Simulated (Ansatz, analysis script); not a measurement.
# Collinear and non-collinear states of a zigzag Ni chain, bond 2.282 Å

Aim: rank collinear and non-collinear patterns of moments in one cell of a zigzag Ni chain, bond 2.282 Å.

Program: Ansatz 0.2.0. Level of theory: PBE, PAW set soft_1. Results are calculated unless marked as measured.

This is a report of a sequence of runs, with most program output left out.

### Step 1. The starting structure

The cell holds 4 atoms: 4 Ni. Its edges and angles: a = 12.000 Å, b = 12.000 Å, c = 5.477 Å, α = 90.0°, β = 90.0°, γ = 90.0°. It derives from Ni. An idealised lattice of chosen spacing, in vacuum. Vacuum lies along a and b. The structure's axis is c.

### Step 2. Two spin channels first

The work starts on two spin channels, which tell the size of the moments.

Contents of input.yaml:

```yaml
crystal:
  lattice:
    - [12.0, 0.0, 0.0]
    - [0.0, 12.0, 0.0]
    - [0.0, 0.0, 5.4768]
  atoms:
    - { symbol: Ni, position: [0.4239333333, 0.5, 0.0], spin: 1.0 }
    - { symbol: Ni, position: [0.4239333333, 0.5, 0.5], spin: 1.0 }
    - { symbol: Ni, position: [0.5760666667, 0.5, 0.25], spin: 1.0 }
    - { symbol: Ni, position: [0.5760666667, 0.5, 0.75], spin: 1.0 }
magnetization:
  spin_polarized: true
kpoints:
  mp_grid: { grid: [1, 1, 6] }
hamiltonian:
  xc: pbe
  pseudopotentials: { kind: paw, azcp: { folder: soft_1 } }
scf:
  occupations: { method: fermi_dirac, width: 0.05 }
  max_iter: 120
  convergence: { dr2_threshold: 1.0e-08 }
  lower_state_search: "off"
output:
  write_density: true
  write_potential: true
  elf: true
  volumetric_format: npy
```

The run is started by

```sh
> ansatz run input.yaml --threads 4 --pin off --max-ram 16384MiB --backend cpu --events-out ev --progress --plain --runs-dir out
```

Run time: 11 s. Hardware: 4 threads of Arm Neoverse V1, shared host; peak memory 1.2 GiB.

Spin moment in the atom's sphere by atom:

```csv
atom,spin moment in the atom's sphere (μB)
Ni1,0.930
Ni2,0.930
Ni3,0.930
Ni4,0.930
```

Tables count atoms from 1; parts of the log count from 0.

The run ends ferromagnetic, with a net moment of 3.93 μB a cell. Only this order was typed.

Spin density in the ca plane at fractional y = 0.500, with atoms of Ni within 0.2 Å of it.

Ten even steps from '_' (0.0 e/Å³) to '@' (2.7 e/Å³), each cell a mean:
```
______________________________
______________________________
______________________________
______________________________
______________________________
______________________________
______________________________
______________________________
______________________________
______++++__________::##::____
______++++__________::**::____
______________________________
..____________..______________
@@::________..@@++__________++
::____________::..__________..
______________________________
______________________________
______________________________
______________________________
______________________________
______________________________
______________________________
______________________________
______________________________
```
Columns run along c (5.5 Å), rows up along a (12.0 Å). Atoms in or near the plane, at fractional coordinates: Ni at (0.00, 0.42), Ni at (0.50, 0.42), Ni at (0.25, 0.58), Ni at (0.75, 0.58).

Valence density in the ca plane at fractional y = 0.500, with atoms of Ni within 0.2 Å of it. It is the smooth field of the valence electrons, not physical close to the nuclei.

Values in e/Å³, 24 rows by 15 columns, each cell a mean:
```
 0  0  0  0  0  0  0  0  0  0  0  0  0  0  0
 0  0  0  0  0  0  0  0  0  0  0  0  0  0  0
 0  0  0  0  0  0  0  0  0  0  0  0  0  0  0
 0  0  0  0  0  0  0  0  0  0  0  0  0  0  0
 0  0  0  0  0  0  0  0  0  0  0  0  0  0  0
 0  0  0  0  0  0  0  0  0  0  0  0  0  0  0
 0  0  0  0  0  0  0  0  0  0  0  0  0  0  0
 0  0  0  0  0  0  0  0  0  0  0  0  0  0  0
 0  0  1  2  2  1  0  0  0  0  1  2  1  0  0
 0  1  5 26 27  5  1  0  0  2 13 32 14  2  0
 0  1  5 24 25  5  1  0  0  1 12 30 13  2  0
 0  0  1  2  2  1  0  0  0  1  1  2  1  1  0
 8  3  1  0  0  1  2  8  5  1  0  0  0  1  5
45 11  1  0  0  1 10 44 27  4  0  0  0  3 26
14  4  1  0  0  1  4 14  9  2  0  0  0  1  8
 1  0  0  0  0  0  0  1  1  0  0  0  0  0  0
 0  0  0  0  0  0  0  0  0  0  0  0  0  0  0
 0  0  0  0  0  0  0  0  0  0  0  0  0  0  0
 0  0  0  0  0  0  0  0  0  0  0  0  0  0  0
 0  0  0  0  0  0  0  0  0  0  0  0  0  0  0
 0  0  0  0  0  0  0  0  0  0  0  0  0  0  0
 0  0  0  0  0  0  0  0  0  0  0  0  0  0  0
 0  0  0  0  0  0  0  0  0  0  0  0  0  0  0
 0  0  0  0  0  0  0  0  0  0  0  0  0  0  0
```
Columns run along c (5.5 Å), rows up along a (12.0 Å). Atoms in or near the plane, at fractional coordinates: Ni at (0.00, 0.42), Ni at (0.50, 0.42), Ni at (0.25, 0.58), Ni at (0.75, 0.58).

ELF in the ca plane at fractional y = 0.500, with atoms of Ni within 0.2 Å of it. It is the smooth field of the valence electrons, not physical close to the nuclei.

Ten even steps from '_' (0.00) to '@' (0.94), each cell a mean:
```
______________________________
______________________________
______________________________
______________________________
______________________________
..____________....__________..
::............................
::............::::..........::
--....::::....--::..::::::..::
--..--%%%%==..--::::**%%**::::
--..--####--..--::::++%%**::::
::::::::::::::::::::::::::::::
==::::::::::::==--::::--::::--
@@++::::::::++@@%%--::--::--%%
**--..::::..--**++::::--::::++
......::::..........::--::....
......::::..........::::::....
__............____..........__
______________________________
______________________________
______________________________
______________________________
______________________________
______________________________
```
Columns run along c (5.5 Å), rows up along a (12.0 Å). Atoms in or near the plane, at fractional coordinates: Ni at (0.00, 0.42), Ni at (0.50, 0.42), Ni at (0.25, 0.58), Ni at (0.75, 0.58).

### Step 3. Denser mesh

Levels at the Fermi energy are partly filled, so moments and energy differences can hang on the k-mesh, and the state is solved again on a denser one.

input.yaml, the sections that differ from step 2:

```yaml
crystal:
  lattice:
    - [12.0, 0.0, 0.0]
    - [0.0, 12.0, 0.0]
    - [0.0, 0.0, 5.4768]
  atoms:
    - { symbol: Ni, position: [0.4239333333, 0.5, 0.0], spin: 0.93 }
    - { symbol: Ni, position: [0.4239333333, 0.5, 0.5], spin: 0.93 }
    - { symbol: Ni, position: [0.5760666667, 0.5, 0.25], spin: 0.93 }
    - { symbol: Ni, position: [0.5760666667, 0.5, 0.75], spin: 0.93 }
kpoints:
  mp_grid: { grid: [1, 1, 20] }
basis:
  ecutwfc: 420.0
checkpoint:
  read: start
  write: ck
  compress: false
  write_wavefunctions: false
  write_every: 100000
# magnetization, hamiltonian, scf: as in step 2
# output: removed
```

The job ended after 14 s (4 threads; peak memory 1.4 GiB).

Spin moment in the atom's sphere by atom:

```
atom  spin moment in the atom's sphere (μB)
 Ni1                                  0.958
 Ni2                                  0.958
 Ni3                                  0.958
 Ni4                                  0.958
```

The run ends ferromagnetic, with a net moment of 4.07 μB a cell, against 3.93 μB on the first mesh.

Signs and angles in the names of the patterns follow the order of the magnetic atoms in the input, which need not be their order in space.

In the spinor runs that follow the search for lower states is off.

### Step 4. Start: ferro

The parallel pattern comes first.

input.yaml, the sections that differ from step 3:

```yaml
crystal:
  lattice:
    - [12.0, 0.0, 0.0]
    - [0.0, 12.0, 0.0]
    - [0.0, 0.0, 5.4768]
  atoms:
    - { symbol: Ni, position: [0.4239333333, 0.5, 0.0], spin: 0.96, spin_axis: [0.0, 0.0, 1.0] }
    - { symbol: Ni, position: [0.4239333333, 0.5, 0.5], spin: 0.96, spin_axis: [0.0, 0.0, 1.0] }
    - { symbol: Ni, position: [0.5760666667, 0.5, 0.25], spin: 0.96, spin_axis: [0.0, 0.0, 1.0] }
    - { symbol: Ni, position: [0.5760666667, 0.5, 0.75], spin: 0.96, spin_axis: [0.0, 0.0, 1.0] }
magnetization:
  noncollinear: true
# kpoints, hamiltonian, scf, basis: as in step 3
# checkpoint: removed
```

The run is started by

```sh
> ansatz run input.yaml --threads 2 --pin off --max-ram 8192MiB --backend cpu --events-out ev --progress --plain --runs-dir out
```

Run time: 2.4 min. Hardware: 2 threads; peak memory 2.5 GiB; 4.9 min of CPU time.

It ends ferromagnetic; the largest site carries 0.958 μB.

Spin moment in the atom's sphere by atom:

| atom | x (μB) | y (μB) | z (μB) | size |
| --- | --- | --- | --- | --- |
| Ni1 | 0.000 | 0.000 | 0.958 | 0.958 |
| Ni2 | 0.000 | 0.000 | 0.958 | 0.958 |
| Ni3 | 0.000 | 0.000 | 0.958 | 0.958 |
| Ni4 | 0.000 | 0.000 | 0.958 | 0.958 |

### Step 5. Start: collinear ++--

A symmetric pattern; a run keeps it where it is stationary.

input.yaml, the sections that differ from step 4:

```yaml
crystal:
  lattice:
    - [12.0, 0.0, 0.0]
    - [0.0, 12.0, 0.0]
    - [0.0, 0.0, 5.4768]
  atoms:
    - { symbol: Ni, position: [0.4239333333, 0.5, 0.0], spin: 0.96, spin_axis: [0.0, 0.0, 1.0] }
    - { symbol: Ni, position: [0.4239333333, 0.5, 0.5], spin: 0.96, spin_axis: [0.0, 0.0, 1.0] }
    - { symbol: Ni, position: [0.5760666667, 0.5, 0.25], spin: 0.96, spin_axis: [0.0, 0.0, -1.0] }
    - { symbol: Ni, position: [0.5760666667, 0.5, 0.75], spin: 0.96, spin_axis: [0.0, 0.0, -1.0] }
output:
  write_density: true
  write_potential: true
  elf: true
  volumetric_format: npy
# kpoints, hamiltonian, scf, basis, magnetization: as in step 4
```

It took 3.9 min on 2 threads; peak memory 2.9 GiB.

It ends antiferromagnetic; the largest site carries 0.363 μB.

Spin moment in the atom's sphere by atom:

| atom | x (μB) | y (μB) | z (μB) | size |
| --- | --- | --- | --- | --- |
| Ni1 | 0.000 | 0.000 | 0.363 | 0.363 |
| Ni2 | 0.000 | 0.000 | 0.363 | 0.363 |
| Ni3 | 0.000 | 0.000 | -0.363 | 0.363 |
| Ni4 | 0.000 | 0.000 | -0.363 | 0.363 |

### Step 6. Start: 90 degrees in a plane

input.yaml, the sections that differ from step 5:

```yaml
crystal:
  lattice:
    - [12.0, 0.0, 0.0]
    - [0.0, 12.0, 0.0]
    - [0.0, 0.0, 5.4768]
  atoms:
    - { symbol: Ni, position: [0.4239333333, 0.5, 0.0], spin: 0.96, spin_axis: [1.0, 0.0, 0.0] }
    - { symbol: Ni, position: [0.4239333333, 0.5, 0.5], spin: 0.96, spin_axis: [0.0, 1.0, 0.0] }
    - { symbol: Ni, position: [0.5760666667, 0.5, 0.25], spin: 0.96, spin_axis: [-1.0, 0.0, 0.0] }
    - { symbol: Ni, position: [0.5760666667, 0.5, 0.75], spin: 0.96, spin_axis: [0.0, -1.0, 0.0] }
# kpoints, hamiltonian, scf, basis, magnetization: as in step 5
# output: removed
```

Run time: 3.4 min. Hardware: 2 threads; peak memory 2.5 GiB.

It ends antiferromagnetic; the largest site carries 0.705 μB.

Spin moment in the atom's sphere by atom:

```
atom  x (μB)  y (μB)  z (μB)   size
 Ni1   0.499  -0.499   0.000  0.705
 Ni2  -0.499   0.499   0.000  0.705
 Ni3  -0.499   0.499   0.000  0.705
 Ni4   0.499  -0.499   0.000  0.705
```

Between step 5 and this run (other starting moments and pattern 90 degrees in a plane) the value for the largest spin moment in the atom's sphere moves from 0.363 μB to 0.705 μB (+94 %).

### Step 7. Start: random 2

Random directions favour no pattern, so the moments can find one that was not thought of.

input.yaml, the sections that differ from step 6:

```yaml
crystal:
  lattice:
    - [12.0, 0.0, 0.0]
    - [0.0, 12.0, 0.0]
    - [0.0, 0.0, 5.4768]
  atoms:
    - { symbol: Ni, position: [0.4239333333, 0.5, 0.0], spin: 0.96, spin_axis: [-0.082879, 0.92727, -0.365104] }
    - { symbol: Ni, position: [0.4239333333, 0.5, 0.5], spin: 0.96, spin_axis: [0.888718, -0.037052, -0.456955] }
    - { symbol: Ni, position: [0.5760666667, 0.5, 0.25], spin: 0.96, spin_axis: [-0.15562, 0.717268, -0.679197] }
    - { symbol: Ni, position: [0.5760666667, 0.5, 0.75], spin: 0.96, spin_axis: [-0.062833, -0.921774, -0.382602] }
# kpoints, hamiltonian, scf, basis, magnetization: as in step 6
```

Run time: 13 min. Hardware: 2 threads; peak memory 3.1 GiB.

It ends ferromagnetic; the largest site carries 0.958 μB.

Spin moment in the atom's sphere by atom:

| atom | x (μB) | y (μB) | z (μB) | size |
| --- | --- | --- | --- | --- |
| Ni1 | 0.352 | 0.243 | -0.857 | 0.958 |
| Ni2 | 0.352 | 0.243 | -0.857 | 0.958 |
| Ni3 | 0.352 | 0.243 | -0.857 | 0.958 |
| Ni4 | 0.352 | 0.243 | -0.857 | 0.958 |

### Step 8. Start: collinear +-+-

input.yaml, the sections that differ from step 7:

```yaml
crystal:
  lattice:
    - [12.0, 0.0, 0.0]
    - [0.0, 12.0, 0.0]
    - [0.0, 0.0, 5.4768]
  atoms:
    - { symbol: Ni, position: [0.4239333333, 0.5, 0.0], spin: 0.96, spin_axis: [0.0, 0.0, 1.0] }
    - { symbol: Ni, position: [0.4239333333, 0.5, 0.5], spin: 0.96, spin_axis: [0.0, 0.0, -1.0] }
    - { symbol: Ni, position: [0.5760666667, 0.5, 0.25], spin: 0.96, spin_axis: [0.0, 0.0, 1.0] }
    - { symbol: Ni, position: [0.5760666667, 0.5, 0.75], spin: 0.96, spin_axis: [0.0, 0.0, -1.0] }
# kpoints, hamiltonian, scf, basis, magnetization: as in step 7
```

Wall time 2.7 min (2 threads); peak memory 2.5 GiB.

It ends antiferromagnetic; the largest site carries 0.705 μB.

For the largest spin moment in the atom's sphere, step 5 gave 0.363 μB; this run, with other starting moments and pattern collinear +-+-, gives 0.705 μB (+94 %).

### Step 9. Start: random 1

input.yaml, the sections that differ from step 8:

```yaml
crystal:
  lattice:
    - [12.0, 0.0, 0.0]
    - [0.0, 12.0, 0.0]
    - [0.0, 0.0, 5.4768]
  atoms:
    - { symbol: Ni, position: [0.4239333333, 0.5, 0.0], spin: 0.96, spin_axis: [-0.417596, 0.234879, 0.87775] }
    - { symbol: Ni, position: [0.4239333333, 0.5, 0.5], spin: 0.96, spin_axis: [0.684662, 0.624505, -0.375808] }
    - { symbol: Ni, position: [0.5760666667, 0.5, 0.25], spin: 0.96, spin_axis: [-0.808353, -0.237911, 0.538482] }
    - { symbol: Ni, position: [0.5760666667, 0.5, 0.75], spin: 0.96, spin_axis: [-0.665918, 0.684361, -0.296989] }
# kpoints, hamiltonian, scf, basis, magnetization: as in step 8
```

Elapsed: 30 min, on 2 threads; peak memory 5.7 GiB.

It ends ferromagnetic; the largest site carries 0.957 μB.

### Step 10. Start: tetrahedral

input.yaml, the sections that differ from step 9:

```yaml
crystal:
  lattice:
    - [12.0, 0.0, 0.0]
    - [0.0, 12.0, 0.0]
    - [0.0, 0.0, 5.4768]
  atoms:
    - { symbol: Ni, position: [0.4239333333, 0.5, 0.0], spin: 0.96, spin_axis: [0.57735, 0.57735, 0.57735] }
    - { symbol: Ni, position: [0.4239333333, 0.5, 0.5], spin: 0.96, spin_axis: [0.57735, -0.57735, -0.57735] }
    - { symbol: Ni, position: [0.5760666667, 0.5, 0.25], spin: 0.96, spin_axis: [-0.57735, 0.57735, -0.57735] }
    - { symbol: Ni, position: [0.5760666667, 0.5, 0.75], spin: 0.96, spin_axis: [-0.57735, -0.57735, 0.57735] }
# kpoints, hamiltonian, scf, basis, magnetization: as in step 9
```

The job ended after 3.7 min (2 threads; peak memory 2.5 GiB).

It ends coplanar compensated; the largest site carries 0.654 μB.

### Step 11. Other settings

A test of how the program answers to a changed input.

Edit input.yaml of step 10 so:

```diff
@@ -11,3 +11,3 @@
 kpoints:
-  mp_grid: { grid: [1, 1, 20] }
+  mp_grid: { grid: [0, 1, 20] }
 hamiltonian:
```

The run is started by

```sh
> ansatz run input.yaml --threads 4 --pin off --max-ram 16384MiB --backend cpu --events-out ev --progress --plain --runs-dir out
```

Run time: 0.05 s. Hardware: 4 threads; peak memory 0.057 GiB.

The program refused the input before any cycle.

The program's message: “Error: invalid value for `kpoints.mp_grid.grid`: each dimension must be in 1..=255”

The change that led to it: kpoints.mp_grid.grid = [0, 1, 20].

### Step 12. Ranking

The last two columns average e·e over the pairs of the two nearest shells of magnetic atoms: 1 is parallel, −1 opposed.

The states reached:

| start | final state | energy (meV/magnetic atom) | net moment (μB/cell) | mean moment (μB) | least moment (μB) | typed angles to the first (deg) | final angles to the first (deg) | triple product of the first three | mean cosine, nearest magnetic neighbours | second shell |
| --- | --- | --- | --- | --- | --- | --- | --- | --- | --- | --- |
| ferro | ferromagnetic | 0.0258 | 4.067 | 0.9577 | 0.9577 | 0 0 0 | 0 0 0 | 0 | 1 | 1 |
| collinear ++-- | antiferromagnetic | 127.5 | 0 | 0.3634 | 0.3634 | 0 180 180 | 0 180 180 | 0 | -1 | 1 |
| 90 degrees in a plane | antiferromagnetic | 73.47 | 0 | 0.7053 | 0.7053 | 90 180 90 | 180 180 0 | 0 | 0 | -1 |
| random 2 | ferromagnetic | 0.0258 | 4.067 | 0.9577 | 0.9577 | 87 22 135 | 0 0 0 | 0 | 1 | 1 |
| collinear +-+- | antiferromagnetic | 73.47 | 0 | 0.7053 | 0.7053 | 180 0 180 | 180 0 180 | 0 | 0 | -1 |
| random 1 | ferromagnetic | 0 | 4.068 | 0.9571 | 0.9571 | 118 41 80 | 0 0 0 | 0 | 1 | 1 |
| tetrahedral | coplanar compensated | 87.97 | 0 | 0.6538 | 0.6538 | 109 109 109 | 180 90 90 | 0 | 0 | -1 |

### Step 13. What came out

| Quantity | Value |
| --- | --- |
| lowest state found | ferromagnetic |
| mean cosine between nearest magnetic neighbours there | 1.0 |
| net moment of the lowest state | 4.07 μB a cell |
| mean moment in the lowest state | 0.957 μB |

**Reading.** The lowest state found is ferromagnetic, reached from the start «random 1», 73.5 meV a magnetic atom under the next one (antiferromagnetic). 3 of the 7 converged starts end within 0.1 meV of the lowest. 4 starts left the typed angles, so their energies belong to the state reached. The size of the moments hangs strongly on the pattern. Without spin–orbit coupling only the angles between moments count. Only the listed patterns were tried. The 7 spinor runs took 59 min of wall time, added up. Energies are free energies at a smearing of 0.05 eV, and with partly filled levels differences shift, at times strongly, as the smearing goes to zero. The cell was taken as built, with atoms unrelaxed. In doubt: the program's search for lower states was switched off, so a lower magnetic state than those reached may exist.

[Logs and program files are shortened in this print: banners, set-up blocks, solver, clock and traceback lines can be left out without a mark of their own.]

[Logs are printed without paths, hosts, clocks, repeated set-up lines and the standing remarks that a program may print on its own settings, such as how far it seeks lower states.]

[Hosts, paths, dates, database ids (printed as entryN), source tags and the programs' standing remarks are cut or masked in the printed files.]
